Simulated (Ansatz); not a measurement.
# AgCl (Fm-3m) from LDA to hybrids

All numbers come from Ansatz. The values are computed, non-magnetic, and not measurements.

AgCl (started from an entry of an open crystallographic database), relaxed with r2SCAN. It is cubic, Fm-3m (No. 225); a = 5.546 Å in the conventional setting, 21.33 Å³ an atom. Around Ag lie 6 Cl at 2.77 Å; around Cl lie 6 Ag at 2.77 Å.

```
Ag Cl
1.0
     0.00000    2.77317    2.77317
     2.77317    0.00000    2.77317
     2.77317    2.77317    0.00000
Ag Cl
1 1
Direct
  0.00000 0.00000 0.00000
  0.50000 0.50000 0.50000
```

Relaxed lattice by functional, symmetry kept:
```json
{"functional": "PBE", "k mesh": "8×8×8", "a (Å)": "5.611", "volume (Å³/atom)": "22.08"}
{"functional": "r2SCAN", "k mesh": "8×8×8", "a (Å)": "5.546", "volume (Å³/atom)": "21.33"}
{"functional": "PBEsol", "k mesh": "8×8×8", "a (Å)": "5.448", "volume (Å³/atom)": "20.21"}
{"functional": "LDA", "k mesh": "8×8×8", "a (Å)": "5.354", "volume (Å³/atom)": "19.19"}
{"functional": "HSE06", "k mesh": "6×6×6", "a (Å)": "5.605", "volume (Å³/atom)": "22.02"}
```

On this one geometry the levels give:

| level | k mesh | gap (eV) | kind | edges | least direct gap (eV) | rough cost |
| --- | --- | --- | --- | --- | --- | --- |
| LDA | 8×8×8 | 0.61 | indirect | L → Γ | 2.74 | 1 core-seconds |
| PBE | 8×8×8 | 0.91 | indirect | L → Γ | 3.01 | 1.2 core-seconds |
| PBE+SOC | 8×8×8 | 0.87 | indirect | L → Γ | 2.96 | 5 core-seconds |
| r2SCAN | 8×8×8 | 1.48 | indirect | L → Γ | 3.59 | 2.2 core-seconds |
| r2SCANh | 6×6×6 | 2.27 | indirect | L → Γ | 4.42 | 60 core-seconds |
| HSE06 | 6×6×6 | 2.41 | indirect | L → Γ | 4.54 | 60 core-seconds |
| HSE06+SOC | 4×4×4 | 2.38 | indirect | L → Γ | 4.52 | 80 core-seconds |
| DDH-PBE0 | 6×6×6 | 2.62 | indirect | L → Γ | 4.76 | 70 core-seconds |
| PBE0 | 6×6×6 | 3.11 | indirect | L → Γ | 5.25 | 50 core-seconds |
| LC-ωPBE | 6×6×6 alone | 7.59 | indirect | L → Γ | 10.09 | 28 core-seconds |

PBE, PBE+SOC: smearing of 0.02 eV; the others have fixed occupations.
Wave cutoffs: 420 eV, 500 eV (r2SCAN, r2SCANh).
A mesh marked alone had no extra points solved.
Costs come from shared machines and give only the order; PBE's includes the band path.

The HSE06 gap is indirect, 2.41 eV (L to Γ), below the direct gap of 4.54 eV at K–Γ (0.90 of the way from K). Spin-orbit coupling changes the PBE gap by -0.04 eV, to 0.87 eV.

r2SCAN covers 38 % of the step from PBE to HSE06, while HSE06 needs about 28 times r2SCAN's cost (on a coarser mesh). All these functionals give a gap of the same kind, indirect.

On the PBEsol cell (a = 5.448 Å), with PBEsol: The optical mode at Γ lies at 116 cm⁻¹ without the longitudinal term. With the long-range field the highest mode reaches 174 cm⁻¹. The electronic dielectric tensor ε∞ is 5.52 in all directions. With the ions relaxed, ε⁰ is 12.4 in all directions. Born charges, averaged over directions: Ag +1.42, Cl -1.42 e.

Only the levels marked +SOC include spin-orbit coupling.

The meshes of the hybrids are coarse, so their gaps aren't converged to the digits shown.
